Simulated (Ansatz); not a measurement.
Geometry optimisation in Ansatz: input, command and trajectory.

```yaml
crystal:
  lattice:
    - [0.0, 2.7687503853, 2.7687503853]
    - [2.7687503853, 0.0, 2.7687503853]
    - [2.7687503853, 2.7687503853, 0.0]
  atoms:
    - { symbol: Al, position: [0.0, 0.0, 0.0] }
    - { symbol: P, position: [0.75, 0.75, 0.75] }
basis:
  ecutwfc: 420
kpoints:
  mp_grid: { grid: [8, 8, 8] }
hamiltonian:
  xc: pbe
scf:
  occupations: { method: gaussian, width: 0.02 }
output:
  forces: true
  stress: true
  eigenvalues: true
relax:
  adjacent_minimum: "off"
  f_tol: 0.01
  max_steps: 60
  cell: { stress_tol: 0.1 }
```

```bash
ansatz run input.yaml --threads 1 --pin off --max-ram 2560MiB --backend cpu --events-out ev --progress --plain --runs-dir out
```

Computed with DFT PBE, scalar-relativistic, plane waves, PAW in Ansatz.

Of 4 frames 3 are shown, positions in Å and forces in eV/Å; the SCF threshold varies from step to step. Steps run on the plane waves of an earlier cell, with a Pulay correction in the pressure. The basis is chosen afresh for the last frame, the zero of the energies, and at times for earlier ones too; energy and pressure step there, also at an unchanged geometry.

```xyz
2
Lattice="0.0000 2.7687 2.7687 2.7687 0.0000 2.7687 2.7687 2.7687 0.0000" Properties=species:S:1:pos:R:3:forces:R:3 pbc="T T T" step=1 free_energy_over_end_meV_per_atom=1.39 pressure_GPa=-1.29
Al    0.0000    0.0000    0.0000    0.0000    0.0000    0.0000
P     4.1531    4.1531    4.1531    0.0000    0.0000    0.0000
2
Lattice="0.0000 2.7573 2.7573 2.7573 0.0000 2.7573 2.7573 2.7573 0.0000" Properties=species:S:1:pos:R:3:forces:R:3 pbc="T T T" step=2 free_energy_over_end_meV_per_atom=0.03 pressure_GPa=-0.30
Al    0.0000    0.0000    0.0000    0.0000    0.0000    0.0000
P     4.1359    4.1359    4.1359    0.0000    0.0000    0.0000
2
Lattice="0.0000 2.7539 2.7539 2.7539 0.0000 2.7539 2.7539 2.7539 0.0000" Properties=species:S:1:pos:R:3:forces:R:3 pbc="T T T" step=4 free_energy_over_end_meV_per_atom=0.00 pressure_GPa=0.00
Al    0.0000    0.0000    0.0000    0.0000    0.0000    0.0000
P     4.1308    4.1308    4.1308    0.0000    0.0000    0.0000
```

Time: 7.5 s on 1 thread of Intel(R) Xeon(R) Platinum 8488C (Sapphire Rapids), on a shared host, peak memory 0.34 GiB.